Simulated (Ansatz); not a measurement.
A run of Ansatz 0.2.0:

input.yaml

```yaml
crystal:
  lattice:
    - [2.45868803, 0.0, 0.0]
    - [-0.8585437515, 2.2525992977, 0.0]
    - [-0.6856635597, -1.1120026504, 2.0688310949]
  atoms:
    - { symbol: Cu, position: [0.0, 0.0, 0.0], spin: 0.6 }
kpoints:
  mp_grid: { grid: [13, 13, 13] }
scf:
  occupations: { method: methfessel_paxton, width: 0.1 }
hamiltonian:
  xc: pbesol
  pseudopotentials: { kind: all_electron, lapw: { basis_error: 0.001 } }
magnetization:
  spin_polarized: true
output:
  forces: true
  stress: true
relax:
  f_tol: 0.01
  max_steps: 60
  cell: {}
```

Potentials or basis: all-electron LAPW, scalar-relativistic.

Launch:

```bash
$ ansatz run input.yaml --threads 1 --pin off --max-ram 3072MiB --backend cpu --events-out ev --progress --plain --runs-dir out
```

Hardware: 1 thread of Arm Neoverse V2, on a shared host.

**Question.** How long does it take, and how much memory?

**Answer.** Run time: 19 min on 1 thread of Arm Neoverse V2 (shared host), peak memory 1.5 GiB. Counts: scf iterations 59, plane waves 169, k points 1099, bands 14, ion steps 14.
